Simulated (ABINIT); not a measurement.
A run of ABINIT 10.8.3 (patched build):

File run.abi:

```
# Pseudopotentials
pp_dirpath "./"
pseudos "Hf.GGA_PBE-JTH.xml, O.GGA_PBE-JTH.xml"

# Structure
acell 3*1.0 Angstrom
rprim
     0.0000000000     2.5575000000     2.5575000000
     2.5575000000     0.0000000000     2.5575000000
     2.5575000000     2.5575000000     0.0000000000
ntypat 2
znucl 72 8
natom 3
typat 1 2 2
xred
     0.0000000000     0.0000000000     0.0000000000
     0.7500000000     0.7500000000     0.7500000000
     0.2500000000     0.2500000000     0.2500000000

# Plane-wave basis
ecut 625.861884 eV
pawecutdg 45.0

# k points
kptopt 1
ngkpt 12 12 12
nshiftk 1
shiftk 0.0 0.0 0.0

# Exchange and correlation
ixc 11

# Bands and occupations
nband 16
occopt 3
tsmear 0.05 eV

# SCF cycle
nstep 100
tolvrs 1.0e-9

# Output
iomode 3
prtwf 0
prtden 0
prteig 0
prtebands 0
enunit 2
```

Potentials or basis: JTH PAW PBE v2.0.

Run with:

```console
$ abinit run.abi > log 2>&1
```

Hardware: 1 thread of Arm Neoverse V1, with other jobs on the host.

**Question.** How long does it take, and how much memory?

**Answer.** Run time: 62 s on 1 thread of Arm Neoverse V1 (shared host), peak memory 0.16 GiB. Counts: scf iterations 16, mpi ranks 1, k points 72, bands 16, plane waves 1219.
